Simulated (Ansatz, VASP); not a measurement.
# One calculation of GaAs, two programs

```
CELL_PARAMETERS angstrom
-1.88077 1.88077 3.02585
1.88077 -1.88077 3.02585
1.88077 1.88077 -3.02585
ATOMIC_POSITIONS crystal
Ga 0.00000 0.00000 0.00000
As 0.50000 0.50000 0.00000
```

The cell was built by a generator and needn't be a form met in nature.

Alike in both runs: task single point; functional PBE; k mesh 6 × 6 × 6; occupations fermi-dirac, width 0.03 eV; no spin polarisation.

|  | VASP | Ansatz |
| --- | --- | --- |
| version | VASP 6.6.1 | Ansatz 0.2.0 |
| potentials or method | VASP PAW PBE potentials, release 64 (Ga_d, As), cutoff 520 eV | all-electron LAPW, scalar-relativistic |

```tsv
	VASP	Ansatz	Ansatz less VASP
gap on the k mesh at the Fermi level (eV)	none	none	-
pressure (GPa)	-3.3	-3.4	-0.08
largest component of the traceless stress (GPa)	4.61	4.53	-0.083
```

A gap of «none» marks a metal or a gap that the smearing closes. Ansatz ran all-electron here, so the differences hold the error of VASP's frozen core and of both bases.

Caveats: the k mesh is coarse (spacing up to 0.39 Å⁻¹), so the values aren't converged; the k mesh is thin for a metal, which can move the energy by tens of meV per atom (Ansatz).
